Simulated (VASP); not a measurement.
# SnSe in VASP: notebook

One slab, SnSe, is run at these levels: HSE06; tasks: single point.

Everything below comes from runs of VASP 6.6.1. Logs are shortened: lines on timing, memory, paths and dates and some standing lists are left out, and cuts for length are marked.

## (1) The slab as given

The cell holds a slab with vacuum, 4 atoms: a = 4.285 Å, b = 4.285 Å, c = 10.991 Å, α = 90.00°, β = 90.00°, γ = 90.00°.

## (2) Single point, HSE06

File POSCAR:

```
SnSe
1.0
    4.2853274191      0.0000000000      0.0000000000
    0.0000000000      4.2853274191      0.0000000000
    0.0000000000      0.0000000000     10.9906921300
Sn Se
2 2
Direct
    0.0000000000      0.5000000000      0.6277708900
    0.5000000000      0.0000000000      0.3722291100
    0.0000000000      0.5000000000      0.3839605100
    0.5000000000      0.0000000000      0.6160394900
```

File INCAR.step1:

```
SYSTEM = SnSe
PREC     = Accurate       ! precision mode
ENCUT    = 350            ! plane-wave cutoff, eV
EDIFF    = 1E-5           ! SCF threshold, eV
ISMEAR   = 0              ! smearing method
SIGMA    = 0.01           ! smearing width, eV
LREAL    = .FALSE.        ! projectors in reciprocal space
LASPH    = .TRUE.         ! aspherical terms in the spheres
NELM     = 100            ! most SCF steps
ALGO     = Normal         ! electronic algorithm
ISIF     = 2              ! what is computed and relaxed
LWAVE    = .TRUE.         ! write WAVECAR
LCHARG   = .FALSE.        ! write CHGCAR
NBANDS   = 28             ! bands
NKRED    = 1            
GGA      = PE             ! functional
```

File INCAR.step2:

```
SYSTEM = SnSe
PREC     = Accurate       ! precision mode
ENCUT    = 350            ! plane-wave cutoff, eV
EDIFF    = 1E-6           ! SCF threshold, eV
ISMEAR   = 0              ! smearing method
SIGMA    = 0.01           ! smearing width, eV
LREAL    = .FALSE.        ! projectors in reciprocal space
LASPH    = .TRUE.         ! aspherical terms in the spheres
NELM     = 100            ! most SCF steps
ALGO     = Normal         ! electronic algorithm
ISIF     = 2              ! what is computed and relaxed
LWAVE    = .FALSE.        ! write WAVECAR
LCHARG   = .FALSE.        ! write CHGCAR
GGA      = PE             ! functional
LHFCALC  = .TRUE.         ! exact exchange
HFSCREEN = 0.2            ! screening, 1/A
PRECFOCK = Normal       
NBANDS   = 28             ! bands
NKRED    = 1            
ISTART   = 1
```

File KPOINTS:

```
regular mesh
0
G
  4 4 2
  0 0 0
```

Potentials or basis: VASP PAW PBE potentials, release 64 (Sn_d, Se).

Command:

```bash
> cat potpaw_PBE.64/Sn_d/POTCAR potpaw_PBE.64/Se/POTCAR > POTCAR
> cp INCAR.step1 INCAR
> mpirun -np 1 vasp_std > vasp.out
> cp INCAR.step2 INCAR
> mpirun -np 1 vasp_std > vasp.out
```

OUTCAR:

```text
SYSTEM = SnSe
   PREC = Accurate
   ENCUT = 350
   EDIFF = 1E-6
   ISMEAR = 0
   LREAL = .FALSE.
   LASPH = .TRUE.
   NELM = 100
   ISIF = 2
   GGA = PE
   LHFCALC = .TRUE.
   HFSCREEN = 0.2
   PRECFOCK = Normal
   NKRED = 1
   ISTART = 1

 Found     12 irreducible k-points:

 Following reciprocal coordinates:
            Coordinates               Weight
  0.000000  0.000000  0.000000      1.000000
  0.250000  0.000000  0.000000      4.000000
  0.500000  0.000000  0.000000      2.000000
  0.250000  0.250000  0.000000      4.000000
  0.500000  0.250000  0.000000      4.000000
  0.500000  0.500000  0.000000      1.000000
   k-points           NKPTS =     12   k-points in BZ     NKDIM =     32   number of bands    NBANDS=     28
   number of dos      NEDOS =    301   number of ions     NIONS =      4
   total plane-waves  NPLWV =  54880
   dimension x,y,z NGX =    28 NGY =   28 NGZ =   70
   dimension x,y,z NGXF=    56 NGYF=   56 NGZF=  140
   ions per type =               2   2
   NGX,Y,Z   is equivalent  to a cutoff of  10.86, 10.86, 10.59 a.u.
   NGXF,Y,Z  is equivalent  to a cutoff of  21.72, 21.72, 21.18 a.u.
 SYSTEM =  SnSe
   PREC   = accura    normal or accurate (medium, high low for compatibility)
   ISTART =      1    job   : 0-new  1-cont  2-samecut
   ICHARG =      0    charge: 1-file 2-atom 10-const
   ISPIN  =      1    spin polarized calculation?
   LNONCOLLINEAR =      F non collinear calculations
   LSORBIT =      F    spin-orbit coupling
   LASPH  =      T    aspherical Exc in radial PAW
   ENCUT  =  350.0 eV  25.72 Ry    5.07 a.u.   6.54  6.54 16.77*2*pi/ulx,y,z
   NELM   =    100;   NELMIN=  2; NELMDL=  0     # of ELM steps
   EDIFF  = 0.1E-05   stopping-criterion for ELM
   LREAL  =      F    real-space projection
   EDIFFG = 0.1E-04   stopping-criterion for IOM
   NSW    =      0    number of steps for IOM
   IBRION =     -1    ionic relax: 0-MD 1-quasi-New 2-CG
   NFREE  =      0    steps in history (QN), initial steepest desc. (CG)
   ISIF   =      2    stress and relaxation
   ISYM   =      3    0-nonsym 1-usesym 2-fastsym
   POTIM  = 0.5000    time-step for ionic-motion
   TEBEG  =    0.0;   TEEND  =   0.0 temperature during run
   PSTRESS=    0.0 pullay stress
   NELECT =      40.0000    total number of electrons
   NUPDOWN=      -1.0000    fix difference up-down
   EMIN   =  10.00;   EMAX   =-10.00  energy-range for DOS
   EFERMI =   0.00;   METHOD = LEGACY
   ISMEAR =     0;   SIGMA  =   0.01  broadening in eV -4-tet -1-fermi 0-gaus
   EFERMI_NEDOS =   21; number of points for ismear=-14 and -15
   IALGO  =     38    algorithm
   IMIX   =      1    mixing-type and parameters
     AMIX     =   0.40;   BMIX     =  1.00
     AMIX_MAG =   1.60;   BMIX_MAG =  1.00
  volume/ion in A,a.u.               =      50.46       340.51
  Fermi-wavevector in a.u.,A,eV,Ry     =   0.954473  1.803693 12.395171  0.911019
  Thomas-Fermi vector in A             =   2.083223
   LORBIT       =      0    0 simple, 1 ext, 2 COOP (PROOUT), +10 PAW based schemes
   GGA     = PE    functional components
   LHFCALC =     T    Hartree Fock is set to
   PRECFOCK=normal    Normal, Fast or Accurate (Low or Medium for compatibility)
   ENCUT4O =  -1.0   cutoff for four orbital integrals eV
   NKREDX  =     1    reduce k-point grid by
   NKREDY  =     1    reduce k-point grid by
   NKREDZ  =     1    reduce k-point grid by
   AEXX    =    0.2500 exact exchange contribution
   HFSCREEN=    0.2000 screening length (either q_TF or 0.3 A-1)
   HFSCREENC=   0.2000 screening length for correlation (either q_TF or 0.3 A-1)
   ENCUTFOCK=  -1.0 apply spherical cutoff to Coloumb kernel
   IVDW    =     0    specifies the selected vdW correction
   LEPSILON=     F    determine dielectric tensor
   LRPA    =     F    only Hartree local field effects (RPA)
 non-spin polarized calculation
 Gauss-broadening in eV      SIGMA  =   0.01
  energy-cutoff  :      350.00
  volume of cell :      201.83
 maximum number of plane-waves:      3034
 NGX is ok and might be reduce to    28
  NGX = 20; NGY = 20; NGZ = 54

 number of electron      40.0000021 magnetization

 Free energy of the ion-electron system (eV)
  ---------------------------------------------------
  ext. energy  EPLUGINS =         0.00000000
  ---------------------------------------------------
  free energy    TOTEN  =       -19.51231765 eV

  energy without entropy =      -19.51231765  energy(sigma->0) =      -19.51231765

 E-fermi :   0.2114     XC(G=0):  -5.0989

 val. band max:        0.1630186739   @ k =   0.5000   0.0000   0.0000
 cond. band min:       2.3378870962   @ k =   0.0000   0.0000   0.5000
 fundamental gap:      2.1748684223
 Fermi energy:         0.2114196253

 k-point     1 :       0.0000    0.0000    0.0000
  band No.  band energies     occupation
      1     -22.9537      2.00000
      2     -22.9513      2.00000
      3     -22.9482      2.00000
      4     -22.9444      2.00000
      5     -22.9254      2.00000
      6     -22.8951      2.00000
[... 20 lines left out ...]
     27       6.7490      0.00000
     28       7.0021      0.00000

 k-point     2 :       0.2500    0.0000    0.0000
  band No.  band energies     occupation
      1     -22.9548      2.00000
      2     -22.9503      2.00000
      3     -22.9486      2.00000
      4     -22.9445      2.00000
      5     -22.9175      2.00000
      6     -22.8963      2.00000
[... 20 lines left out ...]
     27       6.1199      0.00000
     28       6.8526      0.00000

 k-point     3 :       0.5000    0.0000    0.0000
  band No.  band energies     occupation
      1     -22.9573      2.00000
      2     -22.9573      2.00000
      3     -22.9426      2.00000
      4     -22.9426      2.00000
      5     -22.9035      2.00000
      6     -22.9035      2.00000
[... 20 lines left out ...]
     27       6.4350      0.00000
     28       6.4350      0.00000

 k-point     4 :       0.2500    0.2500    0.0000
  band No.  band energies     occupation
      1     -22.9606      2.00000
      2     -22.9581      2.00000
      3     -22.9428      2.00000
      4     -22.9400      2.00000
      5     -22.9100      2.00000
      6     -22.8965      2.00000
[... 20 lines left out ...]
     27       6.4548      0.00000
     28       6.6076      0.00000

 k-point     5 :       0.5000    0.2500    0.0000
  band No.  band energies     occupation
      1     -22.9657      2.00000
      2     -22.9657      2.00000
      3     -22.9368      2.00000
      4     -22.9368      2.00000
      5     -22.8999      2.00000
      6     -22.8999      2.00000
[... 20 lines left out ...]
     27       6.5449      0.00000
     28       6.5449      0.00000

 k-point     6 :       0.5000    0.5000    0.0000
  band No.  band energies     occupation
      1     -22.9736      2.00000
      2     -22.9736      2.00000
      3     -22.9315      2.00000
      4     -22.9315      2.00000
      5     -22.8966      2.00000
      6     -22.8966      2.00000
[... 20 lines left out ...]
     27       7.7435      0.00000
     28       7.7435      0.00000

 [... further k-points ...]
[... 5 lines left out ...]
  --------------------------------------------------------------------------------------
  -------------------------------------------------------------------------------------
  Total       -0.3908006     -0.3908006     -0.6780914      0.0000000      0.0000000     -0.0000000
  in kB       -3.1022211     -3.1022211     -5.3827691      0.0000000      0.0000000     -0.0000000
  external PRESSURE =      -3.8624037 kB  Pullay stress =       0.0000000 kB

 VOLUME and BASIS-vectors are now :
 -----------------------------------------------------------------------------
  energy-cutoff  :      350.00
  volume of cell :      201.83
      direct lattice vectors                 reciprocal lattice vectors
     4.285327419  0.000000000  0.000000000     0.233354398  0.000000000  0.000000000
     0.000000000  4.285327419  0.000000000     0.000000000  0.233354398  0.000000000
     0.000000000  0.000000000 10.990692130     0.000000000  0.000000000  0.090986081

 POSITION                                       TOTAL-FORCE (eV/Angst)
 -----------------------------------------------------------------------------------
      0.00000      2.14266      6.89964         0.000000     -0.000000     -0.098663
      2.14266      0.00000      4.09106        -0.000000      0.000000      0.098663
      0.00000      2.14266      4.21999         0.000000      0.000000      0.085360
      2.14266      0.00000      6.77070        -0.000000      0.000000     -0.085360
 -----------------------------------------------------------------------------------
    total drift:                                0.000000     -0.000000     -0.000000

  FREE ENERGIE OF THE ION-ELECTRON SYSTEM (eV)
  ---------------------------------------------------
  free  energy   TOTEN  =       -19.5123176495 eV

  energy  without entropy=      -19.5123176495  energy(sigma->0) =      -19.51231765
```

Wall time 21 min (1 thread of AMD EPYC 9R45 (Zen 5), shared host); peak memory 0.34 GiB.

The run converged, but some of its settings lie outside the range that counts as converged, so its numbers aren't taken as properties of the slab.

What came out:

- Free energy: -19.5123 eV
- Largest force: 0.099 eV/Å
- Band gap on the k mesh: 2.17 eV, indirect (least direct gap 2.20 eV)

Caveat: the PAW data sets were made with another functional, which shifts forces and pressure a little; spin-orbit coupling is left out, which moves the levels of the heavy elements.

[end of part 1 of 2]
